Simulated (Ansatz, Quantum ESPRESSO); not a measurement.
## Zn: the pressure in 2 programs

The cell as given:

Symmetry: P6_3/mmc, No. 194, hexagonal system. Conventional cell: a = 2.670 Å, b = 2.670 Å, c = 4.966 Å, α = 90.00°, β = 90.00°, γ = 120.00°. Zn (site symmetry -6m2) has 12 Zn at 2.67 to 2.92 Å as nearest neighbours.

Kept alike: task relaxation of cell and atoms; functional PBEsol; k mesh 11 × 11 × 6; occupations fermi-dirac, width 0.05 eV; no spin polarisation. The mesh is that of the run's cell of 2 atoms. No spin-orbit coupling.

- A: Ansatz, Ansatz PAW, made for PBE, cutoff 420 eV
- B: Quantum ESPRESSO, GBRV 1.5 PBEsol, cutoff 871 eV

```csv
pressure (GPa),A: volume (Å³/atom),B: volume (Å³/atom)
0,14.027,13.927
2,13.674,13.651
5,13.311,13.289
```

Values on potentials made for another functional: all of A. Values hold for each row's relaxed cell, which stops near the pressure aimed at. Ansatz's stress holds its Pulay term. The runs follow the start's structure, whether or not it is the stable one at these pressures. For a metal such a mesh leaves the last digits unconverged.

Task: How large is the effect of the pressure, and do the programs agree on it?

Result: From 0 to 5 GPa the volume moves by -0.716 in A, -0.638 in B (Å³/atom). Row by row the programs differ by 0.022 to 0.100, and over this span the shifts, as printed, agree within about 11 %.
